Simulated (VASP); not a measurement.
The system is NaI.

```
I Na
1.0
     0.00000    3.23640    3.23640
     3.23640    0.00000    3.23640
     3.23640    3.23640    0.00000
I Na
1 1
Direct
  0.50000 0.50000 0.50000
  0.00000 0.00000 0.00000
```

- Program: VASP 6.6.1
- Task: relaxation of cell and atoms
- Functional: vdW-DF2
- Potentials or basis: VASP PAW PBE potentials, release 64 (I, Na_pv)
- Cutoff: 600 eV
- k mesh: 7 × 7 × 7
- Occupations: fermi-dirac, width 0.05 eV
- Spin: no spin polarisation

At the start: pressure 0.8 GPa; volume 33.90 Å³/atom.

Q: Where does the relaxation end?

A: Over 4 steps the energy falls by 3.7 meV/atom and the volume is 35.44 Å³/atom (+4.6 %); space group Fm-3m (No. 225, to 0.05 Å).

Step by step:
```
step  energy change (eV)  largest force (eV/Å)  pressure (GPa)  volume (Å³)
   1              0.0000                0.0000            0.82        67.80
   2             -0.0060                0.0000            0.33        69.51
   3             -0.0073                0.0000           -0.10        71.33
   4             -0.0074                0.0000            0.01        70.89
```

Final structure:
```
I Na
1.0
     0.00000    3.28484    3.28484
     3.28484    0.00000    3.28484
     3.28484    3.28484    0.00000
I Na
1 1
Direct
  0.50000 0.50000 0.50000
  0.00000 0.00000 0.00000
```

Caveat: the PAW data sets were made with another functional, which shifts forces and pressure a little.
